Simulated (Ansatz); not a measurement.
# Varying the input for ScAl$_{3}$

The reference input for Ansatz (plane-wave DFT with PAW):

```yaml
crystal:
  lattice:
    - [-2.012795, 2.012795, 4.423196]
    - [2.012795, -2.012795, 4.423196]
    - [2.012795, 2.012795, -4.423196]
  atoms:
    - { symbol: Sc, position: [0.0, 0.0, 0.0] }
    - { symbol: Al, position: [0.75, 0.25, 0.5] }
    - { symbol: Al, position: [0.25, 0.75, 0.5] }
    - { symbol: Al, position: [0.5, 0.5, 0.0] }
basis:
  ecutwfc: 420
kpoints:
  mp_grid: { grid: [6, 6, 6] }
hamiltonian:
  xc: pbe
scf:
  occupations: { method: gaussian, width: 0.1 }
output:
  forces: true
  stress: true
  eigenvalues: true
```

Command:

```bash
ansatz run input.yaml --threads 1 --pin off --max-ram 1331MiB --backend cpu --events-out ev --progress --plain --runs-dir out
```

The run converges in 6 SCF iterations on 30 irreducible k-points: pressure -0.43 GPa, no gap.

The inputs are trials, many of them unsound on purpose. Their numbers show the effect of the settings and aren't properties of the material. Each trial's input is given as a difference from the reference's; energies are extrapolated to zero smearing where there is one, and pressure is positive in compression.

Trial 1:

```diff
 kpoints:
-  mp_grid: { grid: [6, 6, 6] }
+  mp_grid: { grid: [2, 7, 1], shift: [0, 0, 0.5] }
 hamiltonian:
-  xc: pbe
+  xc: lda
 scf:
-  occupations: { method: gaussian, width: 0.1 }
+  occupations: { method: tetrahedron_uncorrected }
```

The run converges in 6 SCF iterations on 8 irreducible k-points: pressure -4.28 GPa, largest force 0.364 eV/Å, no gap. It warns that the printed bands weren't solved further after the SCF; that the mesh lowers the symmetry.